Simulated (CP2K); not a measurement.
# SnO2 (Cassiterite) (P4_2/mnm) in CP2K: notebook

The runs below take SnO2 (Cassiterite) through band structure, with LDA.

Everything below comes from runs of CP2K 2026.2. Logs are shortened: lines on timing, memory, paths and dates and some standing lists are left out, and cuts for length are marked.

### 1 Starting point

The structure is tetragonal, space group P4_2/mnm (No. 136). The conventional cell has a = 4.738 Å, b = 4.738 Å, c = 3.187 Å, α = 90.00°, β = 90.00°, γ = 90.00°. Around Sn (site symmetry mmm) lie 6 O at 2.05 to 2.06 Å. O (site symmetry m2m) is surrounded by 3 Sn at 2.05 to 2.06 Å.

### 2 Band structure, LDA

The input, sno2_bands.inp:

```
&GLOBAL
  PROJECT sno2_bands
  RUN_TYPE ENERGY_FORCE
  PRINT_LEVEL LOW
&END GLOBAL
&FORCE_EVAL
  METHOD QS
  STRESS_TENSOR ANALYTICAL
  &DFT
    BASIS_SET_FILE_NAME BASIS_MOLOPT
    POTENTIAL_FILE_NAME GTH_POTENTIALS
    &MGRID
      CUTOFF 600
      REL_CUTOFF 60
      NGRIDS 5
    &END MGRID
    &QS
      METHOD GPW
      EPS_DEFAULT 1.0E-9
    &END QS
    &KPOINTS
      SCHEME MONKHORST-PACK 6 6 8
      GAMMA_CENTERED T
      SYMMETRY T
      SYMMETRY_BACKEND SPGLIB
    &END KPOINTS
    &SCF
      SCF_GUESS ATOMIC
      EPS_SCF 1.0E-6
      MAX_SCF 100
      ADDED_MOS 18
      CHOLESKY OFF
      EPS_EIGVAL 1.0E-7
      &DIAGONALIZATION ON
        ALGORITHM STANDARD
      &END DIAGONALIZATION
      &MIXING ON
        METHOD BROYDEN_MIXING
        ALPHA 0.4
        BETA 1.5
        NBUFFER 8
      &END MIXING
      &SMEAR ON
        METHOD FERMI_DIRAC
        ELECTRONIC_TEMPERATURE [K] 580.226
      &END SMEAR
    &END SCF
    &XC
      &XC_FUNCTIONAL
        &LDA_X
        &END LDA_X
        &LDA_C_PW
        &END LDA_C_PW
      &END XC_FUNCTIONAL
    &END XC
    &PRINT
      &KPOINTS ON
      &END KPOINTS
      &MULLIKEN ON
      &END MULLIKEN
      &MO ON
        ENERGIES T
        OCCUPATION_NUMBERS T
        &EACH
          QS_SCF 0
        &END EACH
        ADD_LAST NUMERIC
      &END MO
      &LOWDIN ON
      &END LOWDIN
      &HIRSHFELD ON
        SHAPE_FUNCTION DENSITY
      &END HIRSHFELD
      &BAND_STRUCTURE
        FILE_NAME bands.bs
        ADDED_MOS 4
        &KPOINT_SET
          UNITS B_VECTOR
          NPOINTS 8
          SPECIAL_POINT GAMMA 0.00000000 0.00000000 0.00000000
          SPECIAL_POINT X 0.00000000 0.50000000 0.00000000
          SPECIAL_POINT M 0.50000000 0.50000000 0.00000000
          SPECIAL_POINT GAMMA 0.00000000 0.00000000 0.00000000
          SPECIAL_POINT Z 0.00000000 0.00000000 0.50000000
          SPECIAL_POINT R 0.00000000 0.50000000 0.50000000
          SPECIAL_POINT A 0.50000000 0.50000000 0.50000000
          SPECIAL_POINT Z 0.00000000 0.00000000 0.50000000
        &END KPOINT_SET
        &KPOINT_SET
          UNITS B_VECTOR
          NPOINTS 8
          SPECIAL_POINT X 0.00000000 0.50000000 0.00000000
          SPECIAL_POINT R 0.00000000 0.50000000 0.50000000
        &END KPOINT_SET
        &KPOINT_SET
          UNITS B_VECTOR
          NPOINTS 8
          SPECIAL_POINT M 0.50000000 0.50000000 0.00000000
          SPECIAL_POINT A 0.50000000 0.50000000 0.50000000
        &END KPOINT_SET
      &END BAND_STRUCTURE
    &END PRINT
  &END DFT
  &SUBSYS
    &CELL
      A 4.7380000000 0.0000000000 0.0000000000
      B 0.0000000000 4.7380000000 0.0000000000
      C 0.0000000000 0.0000000000 3.1865000000
      PERIODIC XYZ
    &END CELL
    &COORD
      SCALED
      Sn  0.5000000000 0.5000000000 0.5000000000
      Sn  0.0000000000 0.0000000000 0.0000000000
      O   0.8071000000 0.1929000000 0.5000000000
      O   0.6929000000 0.6929000000 0.0000000000
      O   0.1929000000 0.8071000000 0.5000000000
      O   0.3071000000 0.3071000000 0.0000000000
    &END COORD
    &KIND Sn
      BASIS_SET DZVP-MOLOPT-SR-GTH-q4
      POTENTIAL GTH-PBE-q4
    &END KIND
    &KIND O
      BASIS_SET DZVP-MOLOPT-SR-GTH-q6
      POTENTIAL GTH-PBE-q6
    &END KIND
    &PRINT
      &ATOMIC_COORDINATES ON
      &END ATOMIC_COORDINATES
      &CELL ON
      &END CELL
      &SYMMETRY ON
      &END SYMMETRY
    &END PRINT
  &END SUBSYS
  &PRINT
    &FORCES ON
    &END FORCES
    &STRESS_TENSOR ON
    &END STRESS_TENSOR
  &END PRINT
&END FORCE_EVAL
```

Potentials or basis: GTH_POTENTIALS Sn GTH-PBE-q4, O GTH-PBE-q6; DZVP-MOLOPT-SR-GTH basis.

Run with:

```console
> OMP_NUM_THREADS=1 mpirun -n 4 cp2k.psmp -i sno2_bands.inp -o sno2_bands.out
```

sno2_bands.out:

```text

 CP2K| version string:                                       CP2K version 2026.2
 CP2K| Input file name                                            sno2_bands.inp

 GLOBAL| Force Environment number                                              1
 GLOBAL| Basis set file name                                        BASIS_MOLOPT
 GLOBAL| Potential file name                                      GTH_POTENTIALS
 GLOBAL| MM Potential file name                                     MM_POTENTIAL
 GLOBAL| Coordinate file name                                      __STD_INPUT__
 GLOBAL| Method name                                                        CP2K
 GLOBAL| Project name                                                 sno2_bands
 GLOBAL| Run type                                                   ENERGY_FORCE
 GLOBAL| FFT library                                                       FFTW3
 GLOBAL| Diagonalization library                                       ScaLAPACK
 GLOBAL| Cholesky decomposition library                                ScaLAPACK
 GLOBAL| DGEMM library                                                      BLAS
 GLOBAL| Direct generalized diagonalization requested                          F
 GLOBAL| Matrix multiplication library                                 ScaLAPACK
 GLOBAL| Global print level                                                  LOW
 GLOBAL| Total number of message passing processes                             4
 GLOBAL| Number of threads for this process                                    1
 GLOBAL| CPU model name                                                  UNKNOWN

 CELL| Volume [angstrom^3]:                                            71.532604
 CELL| Vector a [angstrom]:       4.738     0.000     0.000   |a| =     4.738000
 CELL| Vector b [angstrom]:       0.000     4.738     0.000   |b| =     4.738000
 CELL| Vector c [angstrom]:       0.000     0.000     3.187   |c| =     3.186500
 CELL| Angle (b,c), alpha [degree]:                                    90.000000
 CELL| Angle (a,c), beta  [degree]:                                    90.000000
 CELL| Angle (a,b), gamma [degree]:                                    90.000000
 CELL| Numerically orthorhombic:                                             YES
 CELL| Periodicity                                                           XYZ

 CELL_REF| Volume [angstrom^3]:                                        71.532604
 CELL_REF| Vector a [angstrom     4.738     0.000     0.000   |a| =     4.738000
 CELL_REF| Vector b [angstrom     0.000     4.738     0.000   |b| =     4.738000
 CELL_REF| Vector c [angstrom     0.000     0.000     3.187   |c| =     3.186500
 CELL_REF| Angle (b,c), alpha [degree]:                                90.000000
 CELL_REF| Angle (a,c), beta  [degree]:                                90.000000
 CELL_REF| Angle (a,b), gamma [degree]:                                90.000000
 CELL_REF| Numerically orthorhombic:                                         YES
 CELL_REF| Periodicity                                                       XYZ

[... 9 lines left out ...]

  Total number of            - Atomic kinds:                                   2
                             - Atoms:                                          6
                             - Shell sets:                                     6
                             - Shells:                                        30
                             - Primitive Cartesian functions:                 30
                             - Cartesian basis functions:                     84
                             - Spherical basis functions:                     78

  Maximum angular momentum of- Orbital basis functions:                        2
                             - Local part of the GTH pseudopotential:          2
                             - Non-local part of the GTH pseudopotential:      4

 MODULE QUICKSTEP: ATOMIC COORDINATES IN ANGSTROM

   Atom Kind Element         X             Y             Z       Z(eff)     Mass
      1    1 Sn   50      2.369000      2.369000      1.593250   4.0000 118.7100
      2    1 Sn   50      0.000000      0.000000      0.000000   4.0000 118.7100
      3    2 O     8      3.824040      0.913960      1.593250   6.0000  15.9994
      4    2 O     8      3.282960      3.282960      0.000000   6.0000  15.9994
      5    2 O     8      0.913960      3.824040      1.593250   6.0000  15.9994
      6    2 O     8      1.455040      1.455040      0.000000   6.0000  15.9994

 Crystal Symmetry Information
       International Symbol:                                            P4_2/mnm
       Point Group Symbol:                                                 4/mmm
       Schoenflies Symbol:                                                D4h^14
[... 114 lines left out ...]
  Total charge density on r-space grids:       -0.0000000383
  Total charge density g-space grids:          -0.0000000383

  Overlap energy of the core charge distribution:               0.00000020280798
  Self energy of the core charge distribution:               -181.02554457510971
  Core Hamiltonian energy:                                     50.71835016145304
  Hartree energy:                                              75.53334963197415
  Exchange-correlation energy:                                -16.12301109861053
  Electronic entropic energy:                                  -0.00000001408217
  Fermi energy:                                                 0.19786061149320

  Total energy:                                               -70.89685569156720
  Total energy (extrapolated to T->0):                        -70.89685568452612

 MO| EIGENVALUES AND OCCUPATION NUMBERS FOR K POINT 1
 MO|
 MO|  Index      Eigenvalue [a.u.]        Eigenvalue [eV]             Occupation
 MO|      1              -0.477152             -12.983961               2.000000
 MO|      2              -0.465431             -12.665021               2.000000
 MO|      3              -0.433881             -11.806495               2.000000
 MO|      4              -0.430220             -11.706889               2.000000
 MO|      5              -0.112916              -3.072610               2.000000
 MO|      6              -0.097325              -2.648338               2.000000
[... 546 lines left out ...]
 MO|     33               1.169423              31.821623               0.000000
 MO|     34               1.201519              32.694994               0.000000
 MO| Sum:                                                              32.000000
 MO| E(Fermi):            0.197861 a.u.          5.384061 eV

 [... the levels of further k-points ...]

 !-----------------------------------------------------------------------------!
                     Mulliken Population Analysis

 #  Atom  Element  Kind  Atomic population                           Net charge
       1     Sn       1          2.322545                              1.677455
       2     Sn       1          2.322546                              1.677454
       3     O        2          6.838727                             -0.838727
       4     O        2          6.838727                             -0.838727
       5     O        2          6.838727                             -0.838727
       6     O        2          6.838727                             -0.838727
 # Total charge                             32.000000                  0.000000

 !-----------------------------------------------------------------------------!

 !-----------------------------------------------------------------------------!
                           Hirshfeld Charges

  #Atom  Element  Kind  Ref Charge     Population                    Net charge
      1       Sn     1       4.000          3.404                         0.596
      2       Sn     1       4.000          3.404                         0.596
      3       O      2       6.000          6.298                        -0.298
      4       O      2       6.000          6.298                        -0.298
      5       O      2       6.000          6.298                        -0.298
      6       O      2       6.000          6.298                        -0.298

  Total Charge                                                           -0.000
 !-----------------------------------------------------------------------------!

 LOWDIN POPULATION ANALYSIS

 #  Atom  Element  Kind  Atomic population                           Net charge
       1     Sn       1          2.693321                              1.306679
       2     Sn       1          2.690677                              1.309323
       3     O        2          6.664825                             -0.664825
       4     O        2          6.643176                             -0.643176
       5     O        2          6.664825                             -0.664825
       6     O        2          6.643176                             -0.643176
 # Total charge                             32.000000                  0.000000

 KPOINTS| Band Structure Calculation
 KPOINTS| Number of k-point sets                                               3
 KPOINTS| Number of added MOs/bands                                            4
 KPOINTS| Number of k-points in set    1                                      57
 KPOINTS| In units of b-vector [2pi/Bohr]
 KPOINTS| Special point     1       GAMMA     0.000000     0.000000     0.000000
 KPOINTS| Special point     2           X     0.000000     0.500000     0.000000
 KPOINTS| Special point     3           M     0.500000     0.500000     0.000000
 KPOINTS| Special point     4       GAMMA     0.000000     0.000000     0.000000
 KPOINTS| Special point     5           Z     0.000000     0.000000     0.500000
 KPOINTS| Special point     6           R     0.000000     0.500000     0.500000
 KPOINTS| Special point     7           A     0.500000     0.500000     0.500000
 KPOINTS| Special point     8           Z     0.000000     0.000000     0.500000
 KPOINTS| Number of k-points in set    2                                       9
 KPOINTS| In units of b-vector [2pi/Bohr]
 KPOINTS| Special point     1           X     0.000000     0.500000     0.000000
 KPOINTS| Special point     2           R     0.000000     0.500000     0.500000
 KPOINTS| Number of k-points in set    3                                       9
 KPOINTS| In units of b-vector [2pi/Bohr]
 KPOINTS| Special point     1           M     0.500000     0.500000     0.000000
 KPOINTS| Special point     2           A     0.500000     0.500000     0.500000

 ENERGY| Total FORCE_EVAL ( QS ) energy [hartree]            -70.896862667495540

 FORCES| Atomic forces [hartree/bohr]
 FORCES|   Atom     x               y               z               |f|
 FORCES|      1  1.68513998E-08  2.97694687E-08 -7.15975524E-10   3.42155456E-08
 FORCES|      2 -1.23402988E-08  3.57927953E-08  2.76397531E-10   3.78613730E-08
 FORCES|      3 -3.24068717E-03  3.24068604E-03 -2.57527018E-09   4.58302295E-03
 FORCES|      4  3.24071516E-03  3.24065593E-03  2.96243878E-09   4.58302145E-03
 FORCES|      5  3.24065864E-03 -3.24071541E-03 -2.57528598E-09   4.58302355E-03
 FORCES|      6 -3.24069118E-03 -3.24069204E-03  2.96251929E-09   4.58303003E-03
 FORCES| Sum    -3.93041229E-11  7.90112706E-11  3.34823925E-10
 FORCES| Total atomic force                                       3.46258077E-10

 STRESS| Analytical stress tensor [bar]
 STRESS|                        x                   y                   z
 STRESS|      x        9.41319789662E+04   8.02113968391E-04   5.27145376259E-06
 STRESS|      y        8.02113968391E-04   9.41319726588E+04   5.86876975026E-06
 STRESS|      z        5.27145376259E-06   5.86876975026E-06   1.60747500337E+05
 STRESS| 1/3 Trace                                             1.16337150654E+05
 STRESS| Determinant                                           1.42435609182E+15

 STRESS| Eigenvectors and eigenvalues of the analytical stress tensor [bar]
 STRESS|                        1                   2                   3
 STRESS| Eigenvalues   9.41319725584E+04   9.41319790666E+04   1.60747500337E+05
 STRESS|      x          -0.124208231963      0.992256174137      0.000000000079
 STRESS|      y           0.992256174137      0.124208231963      0.000000000088
 STRESS|      z          -0.000000000078     -0.000000000089      1.000000000000
```

Run time: 15 s. Hardware: 4 MPI ranks of Arm Neoverse V1, shared host.

What came out:

```yaml
Free_energy: -1929.2017 eV
Pressure: 11.6 GPa
Largest_force: 0.236 eV/Å
Band_gap_along_the_path: 1.02 eV, direct
Mulliken_charges: Sn +1.68; O -0.84 e
Hirshfeld_charges: Sn +0.60; O -0.30 e
```

Forces in eV/Å, atoms in the order of the input:
```
Sn   0.000  0.000  0.000
Sn   0.000  0.000  0.000
O   -0.167  0.167  0.000
O    0.167  0.167  0.000
O    0.167 -0.167  0.000
O   -0.167 -0.167  0.000
```

Stress tensor (GPa, compression positive):
```
 9.41  0.00  0.00
 0.00  9.41  0.00
 0.00  0.00 16.07
```

Levels at the corners of the path, in eV from the valence-band top:
```tsv
point	band 14	band 15	band 16	band 17	band 18	band 19
Γ	-0.68	-0.68	0.00	1.02	5.90	6.27
X	-1.46	-0.63	-0.63	4.26	4.26	7.06
M	-1.67	-0.98	-0.98	4.60	4.60	7.38
Γ	-0.68	-0.68	0.00	1.02	5.90	6.27
Z	-1.70	-1.34	-1.34	6.23	6.23	9.91
R	-1.03	-0.97	-0.97	6.36	6.36	7.97
A	-0.99	-0.80	-0.80	4.78	4.78	9.09
Z	-1.70	-1.34	-1.34	6.23	6.23	9.91
X	-1.46	-0.63	-0.63	4.26	4.26	7.06
R	-1.03	-0.97	-0.97	6.36	6.36	7.97
M	-1.67	-0.98	-0.98	4.60	4.60	7.38
A	-0.99	-0.80	-0.80	4.78	4.78	9.09
```

Caveat: Mulliken charges move with the basis; the potentials were made for another functional, which shifts forces and pressure; spin-orbit coupling is left out, which moves the levels of the heavy elements; the basis of atomic orbitals isn't converged, which shifts pressures, moduli and gaps.

### 3 Band structure, LDA, spin-orbit coupling, no magnetisation

Edit sno2_bands.inp of step 2 so:

```diff
@@ -10,3 +10,3 @@
     BASIS_SET_FILE_NAME BASIS_MOLOPT
-    POTENTIAL_FILE_NAME GTH_POTENTIALS
+    POTENTIAL_FILE_NAME GTH_SOC_POTENTIALS
     &MGRID
@@ -23,4 +23,2 @@
       GAMMA_CENTERED T
-      SYMMETRY T
-      SYMMETRY_BACKEND SPGLIB
     &END KPOINTS
@@ -73,32 +71,21 @@
       &END HIRSHFELD
-      &BAND_STRUCTURE
-        FILE_NAME bands.bs
-        ADDED_MOS 4
-        &KPOINT_SET
-          UNITS B_VECTOR
-          NPOINTS 8
-          SPECIAL_POINT GAMMA 0.00000000 0.00000000 0.00000000
-          SPECIAL_POINT X 0.00000000 0.50000000 0.00000000
-          SPECIAL_POINT M 0.50000000 0.50000000 0.00000000
-          SPECIAL_POINT GAMMA 0.00000000 0.00000000 0.00000000
-          SPECIAL_POINT Z 0.00000000 0.00000000 0.50000000
-          SPECIAL_POINT R 0.00000000 0.50000000 0.50000000
-          SPECIAL_POINT A 0.50000000 0.50000000 0.50000000
-          SPECIAL_POINT Z 0.00000000 0.00000000 0.50000000
-        &END KPOINT_SET
-        &KPOINT_SET
-          UNITS B_VECTOR
-          NPOINTS 8
-          SPECIAL_POINT X 0.00000000 0.50000000 0.00000000
-          SPECIAL_POINT R 0.00000000 0.50000000 0.50000000
-        &END KPOINT_SET
-        &KPOINT_SET
-          UNITS B_VECTOR
-          NPOINTS 8
-          SPECIAL_POINT M 0.50000000 0.50000000 0.00000000
-          SPECIAL_POINT A 0.50000000 0.50000000 0.50000000
-        &END KPOINT_SET
-      &END BAND_STRUCTURE
     &END PRINT
   &END DFT
+  &PROPERTIES
+    &BANDSTRUCTURE ON
+      &BANDSTRUCTURE_PATH
+        NPOINTS 8
+        SPECIAL_POINT GAMMA 0.00000000 0.00000000 0.00000000
+        SPECIAL_POINT X 0.00000000 0.50000000 0.00000000
+        SPECIAL_POINT M 0.50000000 0.50000000 0.00000000
+        SPECIAL_POINT GAMMA 0.00000000 0.00000000 0.00000000
+        SPECIAL_POINT Z 0.00000000 0.00000000 0.50000000
+        SPECIAL_POINT R 0.00000000 0.50000000 0.50000000
+        SPECIAL_POINT A 0.50000000 0.50000000 0.50000000
+        SPECIAL_POINT Z 0.00000000 0.00000000 0.50000000
+      &END BANDSTRUCTURE_PATH
+      &SOC ON
+      &END SOC
+    &END BANDSTRUCTURE
+  &END PROPERTIES
   &SUBSYS
```

Potentials or basis: GTH_SOC_POTENTIALS Sn GTH-PBE-q4, O GTH-PBE-q6; DZVP-MOLOPT-SR-GTH basis.

Run with:

```console
> OMP_NUM_THREADS=1 mpirun -n 4 cp2k.psmp -i sno2_bands.inp -o sno2_bands.out
```

Wall time 24 s (4 MPI ranks of Arm Neoverse V1, shared host).

It converged, with:

| Quantity | Value |
| --- | --- |
| Free energy | -1929.2017 eV |
| Pressure | 11.6 GPa |
| Largest force | 0.236 eV/Å |
| Band gap along the path | 1.02 eV, direct |
| Mulliken charges | Sn +1.68; O -0.84 e |
| Hirshfeld charges | Sn +0.60; O -0.30 e |

Forces in eV/Å, atoms in the order of the input:
```
Sn   0.000  0.000  0.000
Sn   0.000  0.000  0.000
O   -0.167  0.167  0.000
O    0.167  0.167  0.000
O    0.167 -0.167  0.000
O   -0.167 -0.167  0.000
```

Stress tensor (GPa, compression positive):
```
 9.41  0.00  0.00
 0.00  9.41  0.00
 0.00  0.00 16.07
```

Caveat: Mulliken charges move with the basis; the potentials were made for another functional, which shifts forces and pressure; the basis of atomic orbitals isn't converged, which shifts pressures, moduli and gaps.
